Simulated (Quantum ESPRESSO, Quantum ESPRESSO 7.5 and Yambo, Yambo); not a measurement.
# BAs (F-43m): G0W0 with Yambo, start to end

Aim: the G0W0 gap of BAs (F-43m) on PBE, step by step.

Program: Quantum ESPRESSO 7.5 and Yambo 5.3.0. Level of theory: PBE and many-body steps on it, plane waves. Results are calculated unless marked as measured.

**The experiments to reproduce.**

- Gap 4.12 eV: direct gap from square of absorption coefficient, average of two samples; spectroscopic ellipsometry; 300 K; bulk crystal (CVT-grown opaque bulk crystals) (“Optical properties of cubic boron arsenide”, 2019, arxiv:1911.04914).

- Gap 2.02 eV: indirect gap from square root of absorption coefficient, average of three samples; transmission and reflection spectroscopy; 300 K; bulk crystal (CVT-grown platelets about 10 um thick) (“Optical properties of cubic boron arsenide”, 2019, arxiv:1911.04914).

- Gap 1.82 eV: indirect gap from Tauc plot of optical absorption; UV-visible absorption, indirect Tauc plot; 300 K; bulk crystal (three thin as-grown single crystals with the same absorption edge) (“Photoluminescence mapping and time-domain thermo-photoluminescence for rapid imaging and measurement of thermal conductivity of boron arsenide”, 2019, arxiv:1910.07149).

This is a report of a sequence of runs, with most program output left out.

**1. The starting structure**

The structure is cubic, space group F-43m (No. 216). Conventional cell: a = 4.777 Å, b = 4.777 Å, c = 4.777 Å, α = 90.00°, β = 90.00°, γ = 90.00°. B has 4 As at 2.07 Å nearest. Nearest to As lie 4 B at 2.07 Å. Farther neighbours are not listed.

The cell and positions come from the Crystallography Open Database and are kept as given unless a step says otherwise.

**2. Ground state**

This step: Quantum ESPRESSO 7.5; DFT, PBE, plane waves, norm-conserving pseudopotentials.

The ground-state density comes first.

File pw.in:

```
&control
  calculation = 'scf'
  prefix = 'x'
  outdir = 'o'
  pseudo_dir = 'pseudo'
/
&system
  ibrav = 0
  nat = 2
  ntyp = 2
  ecutwfc = 100.0
  nbnd = 18
  force_symmorphic = .true.
/
&electrons
  conv_thr = 1e-10
  electron_maxstep = 80
  mixing_beta = 0.5
/
ATOMIC_SPECIES
  B 10.81 B.upf
  As 74.922 As.upf
CELL_PARAMETERS angstrom
  -0.0000000000 2.3885000000 2.3885000000
  2.3885000000 -0.0000000000 2.3885000000
  2.3885000000 2.3885000000 -0.0000000000
ATOMIC_POSITIONS crystal
  B 0.0000000000 0.0000000000 0.0000000000
  As 0.2500000000 0.2500000000 0.2500000000
K_POINTS automatic
  8 8 8 0 0 0
```

On the command line:

```bash
$ OMP_NUM_THREADS=1 mpirun -n 4 pw.x -nk 4 -in pw.in > pw.out
```

It took 11 s on 4 MPI ranks of Arm Neoverse V1, shared host; peak memory 0.25 GiB.

Numbers from this step:

| Property | Result |
| --- | --- |
| total energy | -8386.4857 eV |
| gap | 1.207 eV |
| k of the valence top | 0, 0, 0 |
| k of the conduction bottom | 0, 0.375, 0.375 |
| least direct gap | 3.289 eV |

The gap is indirect, with the least direct gap 2.08 eV higher.

**3. Bands along the symmetry lines**

The cheap functional maps the bands first; the places of the edges decide which points the dearer methods must see.

File pw.in:

```
&control
  calculation = 'bands'
  prefix = 'x'
  outdir = 'o'
  pseudo_dir = 'pseudo'
/
&system
  ibrav = 0
  nat = 2
  ntyp = 2
  ecutwfc = 100.0
  nbnd = 19
  force_symmorphic = .true.
/
&electrons
  conv_thr = 1e-9
  electron_maxstep = 80
  diago_full_acc = .true.
  diago_thr_init = 5e-6
/
ATOMIC_SPECIES
  B 10.81 B.upf
  As 74.922 As.upf
CELL_PARAMETERS angstrom
  -0.0000000000 2.3885000000 2.3885000000
  2.3885000000 -0.0000000000 2.3885000000
  2.3885000000 2.3885000000 -0.0000000000
ATOMIC_POSITIONS crystal
  B 0.0000000000 0.0000000000 0.0000000000
  As 0.2500000000 0.2500000000 0.2500000000
K_POINTS crystal
  50
  0.00000000 0.00000000 0.00000000 1
  -0.06250000 -0.06250000 0.00000000 1
  -0.12500000 -0.12500000 0.00000000 1
  -0.18750000 -0.18750000 0.00000000 1
  -0.25000000 -0.25000000 0.00000000 1
  -0.31250000 -0.31250000 0.00000000 1
  -0.37500000 -0.37500000 0.00000000 1
  -0.43750000 -0.43750000 0.00000000 1
  -0.50000000 -0.50000000 0.00000000 1
  -0.48437500 -0.48437500 0.03125000 1
  -0.46875000 -0.46875000 0.06250000 1
  -0.45312500 -0.45312500 0.09375000 1
  -0.43750000 -0.43750000 0.12500000 1
  -0.42187500 -0.42187500 0.15625000 1
  -0.40625000 -0.40625000 0.18750000 1
  -0.39062500 -0.39062500 0.21875000 1
  -0.37500000 -0.37500000 0.25000000 1
  -0.37500000 0.00000000 0.37500000 1
  -0.32812500 0.00000000 0.32812500 1
  -0.28125000 0.00000000 0.28125000 1
  -0.23437500 0.00000000 0.23437500 1
  -0.18750000 0.00000000 0.18750000 1
  -0.14062500 0.00000000 0.14062500 1
  -0.09375000 0.00000000 0.09375000 1
  -0.04687500 0.00000000 0.04687500 1
  0.00000000 0.00000000 0.00000000 1
  0.00000000 0.00000000 0.06250000 1
  0.00000000 0.00000000 0.12500000 1
  0.00000000 0.00000000 0.18750000 1
  0.00000000 0.00000000 0.25000000 1
  0.00000000 0.00000000 0.31250000 1
  0.00000000 0.00000000 0.37500000 1
  0.00000000 0.00000000 0.43750000 1
  -0.00000000 -0.00000000 0.50000000 1
  -0.06250000 -0.03125000 0.46875000 1
  -0.12500000 -0.06250000 0.43750000 1
  -0.18750000 -0.09375000 0.40625000 1
  -0.25000000 -0.12500000 0.37500000 1
  -0.31250000 -0.15625000 0.34375000 1
  -0.37500000 -0.18750000 0.31250000 1
  -0.43750000 -0.21875000 0.28125000 1
  -0.50000000 -0.25000000 0.25000000 1
  -0.50000000 -0.28125000 0.21875000 1
  -0.50000000 -0.31250000 0.18750000 1
  -0.50000000 -0.34375000 0.15625000 1
  -0.50000000 -0.37500000 0.12500000 1
  -0.50000000 -0.40625000 0.09375000 1
  -0.50000000 -0.43750000 0.06250000 1
  -0.50000000 -0.46875000 0.03125000 1
  -0.50000000 -0.50000000 0.00000000 1
```

Elapsed: 4.3 s, on 4 MPI ranks; peak memory 0.22 GiB.

This step gave:

```
gap                        : 1.207 eV
k of the valence top       : 0, 0, 0
k of the conduction bottom : -0.375, -0.375, 0
least direct gap           : 3.289 eV
```

The gap is 1.207 eV, as in the run before at this level.

The electronic bands at the labelled points (eV, zero at the top of the highest filled band):

| point | band 10 | band 11 | band 12 | band 13 | band 14 | band 15 | band 16 | band 17 |
| --- | --- | --- | --- | --- | --- | --- | --- | --- |
| Γ | -15.40 | 0.00 | 0.00 | 0.00 | 3.29 | 3.29 | 3.29 | 4.69 |
| halfway | -14.05 | -4.09 | -2.70 | -2.70 | 1.67 | 4.55 | 7.41 | 7.41 |
| X | -11.22 | -8.51 | -4.07 | -4.07 | 1.45 | 1.46 | 11.39 | 11.39 |
| halfway | -11.19 | -8.41 | -4.90 | -3.92 | 1.61 | 2.81 | 10.72 | 10.82 |
| U | -11.26 | -8.13 | -5.94 | -3.48 | 2.06 | 5.56 | 9.24 | 9.78 |
| jump to K | -11.26 | -8.13 | -5.94 | -3.48 | 2.06 | 5.56 | 9.24 | 9.78 |
| halfway | -13.91 | -5.13 | -3.78 | -1.13 | 3.99 | 4.92 | 5.80 | 7.01 |
| Γ | -15.40 | 0.00 | 0.00 | 0.00 | 3.29 | 3.29 | 3.29 | 4.69 |
| halfway | -14.40 | -4.93 | -1.15 | -1.15 | 3.08 | 4.67 | 4.67 | 7.91 |
| L | -12.53 | -8.77 | -1.82 | -1.82 | 2.70 | 4.80 | 4.80 | 8.90 |
| halfway | -11.96 | -8.28 | -4.55 | -3.07 | 3.98 | 4.79 | 7.48 | 9.06 |
| W | -11.06 | -8.05 | -5.48 | -5.19 | 5.27 | 5.95 | 6.83 | 7.06 |
| halfway | -11.14 | -8.31 | -4.81 | -4.69 | 2.90 | 3.02 | 9.72 | 10.01 |
| X | -11.22 | -8.51 | -4.07 | -4.07 | 1.45 | 1.46 | 11.39 | 11.39 |

**4. Empty states on the mesh, 6×6×6 mesh, 334 bands**

The sums over transitions need many empty states on a uniform mesh; this step solves for them.

File pw.in:

```
&control
  calculation = 'nscf'
  prefix = 'x'
  outdir = 'o'
  pseudo_dir = 'pseudo'
/
&system
  ibrav = 0
  nat = 2
  ntyp = 2
  ecutwfc = 100.0
  nbnd = 334
  force_symmorphic = .true.
/
&electrons
  conv_thr = 1e-9
  electron_maxstep = 80
  diago_full_acc = .true.
  diago_thr_init = 5e-6
/
ATOMIC_SPECIES
  B 10.81 B.upf
  As 74.922 As.upf
CELL_PARAMETERS angstrom
  -0.0000000000 2.3885000000 2.3885000000
  2.3885000000 -0.0000000000 2.3885000000
  2.3885000000 2.3885000000 -0.0000000000
ATOMIC_POSITIONS crystal
  B 0.0000000000 0.0000000000 0.0000000000
  As 0.2500000000 0.2500000000 0.2500000000
K_POINTS automatic
  6 6 6 0 0 0
```

Run time: 63 s. Hardware: 4 MPI ranks; peak memory 0.59 GiB; 4.2 min of CPU time.

Numbers from this step:

| Quantity | Value |
| --- | --- |
| gap | 1.292 eV |
| k of the valence top | 0, 0, 0 |
| k of the conduction bottom | 0, 0.3333, 0.3333 |
| least direct gap | 3.289 eV |
| k points computed | 16 |
| lowest point of the top converged band, above the valence top | 277.6127 eV |

On this mesh the gap is 1.292 eV. The earlier step found 1.207 eV, so this mesh misses an edge.

**5. Conversion and set-up**

This step: Yambo 5.3.0; conversion and set-up on PBE, plane waves, norm-conserving pseudopotentials.

The states are converted to the many-body program's format and the q mesh is built.

On the command line:

```bash
$ (cd o/x.save; p2y > p2y.log; mv SAVE ../..); yambo > setup.log
```

Elapsed: 2.8 s, on 1 MPI rank; peak memory 0.24 GiB.

**6. Screening and self-energy, 6×6×6 mesh, 144 bands, screening to 231.3 eV**

Now the one-shot GW correction: screening in the RPA, then the self-energy of the levels asked for.

This step: G0W0 on PBE, plane waves, norm-conserving pseudopotentials.

File gw2.in:

```
HF_and_locXC
gw0
dyson
ppa
em1d
rim_cut
RandQpts= 1000000
RandGvec= 1 RL
EXXRLvcs= 100 Ry
VXCRLvcs= 400 Ry
Chimod= "HARTREE"
% BndsRnXp
 1 | 144 |
%
NGsBlkXp= 17 Ry
% LongDrXp
 1 | 1 | 1 |
%
% GbndRnge
 1 | 144 |
%
DysSolver= "n"
ExtendOut
PPAPntXp= 27.21138 eV
% QPkrange
 1 | 1 | 12 | 15 |
 10 | 10 | 12 | 15 |
%
```

On the command line:

```bash
$ OMP_NUM_THREADS=1 mpirun -n 4 yambo -F gw2.in -J gw2 -C gw2 > gw2.log
```

The job ended after 11 min (4 MPI ranks; peak memory 2.1 GiB; 46 min of CPU time).

This step gave:

- G0W0 gap on the points computed: 1.911 eV
- starting gap on the mesh: 1.292 eV
- k of the valence top: 0, 0, 0
- k of the conduction bottom: 0, 0.3333, 0.3333
- least direct G0W0 gap on the computed points: 4.142 eV
- Z at the valence top: 0.8043
- Z at the conduction bottom: 0.8134

The gap on the mesh goes from 1.29 eV to 1.91 eV, a correction of +0.62 eV. The start differs from the 1.21 eV found before because the two sample other k points.

Limits: finite bands, cutoff and mesh; no spin-orbit coupling. v1 is the top filled band, c1 the lowest empty one. The levels before and after the correction (eV, zero at the valence-band top of each column):

|  | conduction bottom | valence top |
| --- | --- | --- |
| Kohn-Sham | 1.29 | 0.00 |
| G0W0 | 1.91 | 0.00 |

|  | level | energy (eV) |
| --- | --- | --- |
| Kohn-Sham | Γ v2-v1 | 0.000 |
| Kohn-Sham | Γ c1-c2 | 3.289 |
| Kohn-Sham | (0 0.333 0.333) v2-v1 | -3.452 |
| Kohn-Sham | (0 0.333 0.333) c1 | 1.292 |
| Kohn-Sham | (0 0.333 0.333) c2 | 3.154 |
| G0W0 | Γ v2-v1 | 0.000 |
| G0W0 | Γ c1-c2 | 4.142 |
| G0W0 | (0 0.333 0.333) v2-v1 | -3.643 |
| G0W0 | (0 0.333 0.333) c1 | 1.911 |
| G0W0 | (0 0.333 0.333) c2 | 3.802 |

**7. Where the time went**

Times are wall times on the hardware named with each run, good to a factor of about two.

| step | time | share | memory (GiB) |
| --- | --- | --- | --- |
| ground state | 11 s | 1 % | 0.25 |
| bands along the symmetry lines | 4.3 s | 1 % | 0.22 |
| empty states on the mesh | 63 s | 8 % | 0.59 |
| conversion and set-up | 2.8 s | 0 % | 0.24 |
| screening and self-energy | 11 min | 89 % | 2.1 |

**8. Results**

- PBE gap: 1.21 eV, indirect
- G0W0 gap on the mesh: 1.91 eV
- G0W0 gap over the zone (rigid shift): 1.83 eV
- GW settings: 6×6×6 mesh, 144 bands, screening to 231.3 eV, Godby-Needs plasmon pole
- known limits: not at the basis limit; no spin-orbit coupling

In words: G0W0 moves the gap on the mesh from 1.29 eV to 1.91 eV (+0.62 eV), with Z of 0.80 and 0.81 at the edges. The mesh misses the band edges by 0.08 eV in all; a rigid shift gives 1.83 eV for the zone. Only 2 of the mesh's irreducible points were corrected, so a valley elsewhere could overtake. The dearest step here is «screening and self-energy». Against experiment, by G0W0@PBE: the direct gap of 4.14 eV lies +0.02 eV from the measured 4.12 eV (direct, 300 K, 2019); the gap of 1.83 eV lies −0.19 eV from the measured 2.02 eV (indirect, 300 K, 2019); the gap of 1.83 eV lies +0.01 eV from the measured 1.82 eV (indirect, 300 K, 2019). An exciton line or allowed optical edge lies below the quasiparticle gap by the binding energy; a forbidden edge can push the onset above it. The calculation has static nuclei and no excitons; a measured gap holds zero-point and thermal motion, which mostly lowers it. Bands and cutoff are finite, so the gap is not at the basis limit. The miss can reach some tenths of an eV and take either sign; the mesh is an error of its own. In the G0W0 run levels were corrected at 2 k points alone, so a gap called «on the mesh» is the least over those, and an edge elsewhere would be missed. A denser mesh or path gives a starting gap of 1.21 eV: the GW mesh misses a band edge, so its gaps are not the fundamental one. The many-body steps are scalar-relativistic: spin-orbit coupling is not in them.

[Paths, hosts, dates, memory and timing lines, banners, echoed tables and standing remarks are left out of the program output.]

[Logs are printed without paths, hosts, clocks, repeated set-up lines and the standing remarks that a program may print on its own settings, such as how far it seeks lower states.]

[Runs of the session that timed out or met a known fault of the program may be left out.]

[Hosts, paths, dates, database ids (printed as entryN), source tags and the programs' standing remarks are cut or masked in the printed files.]
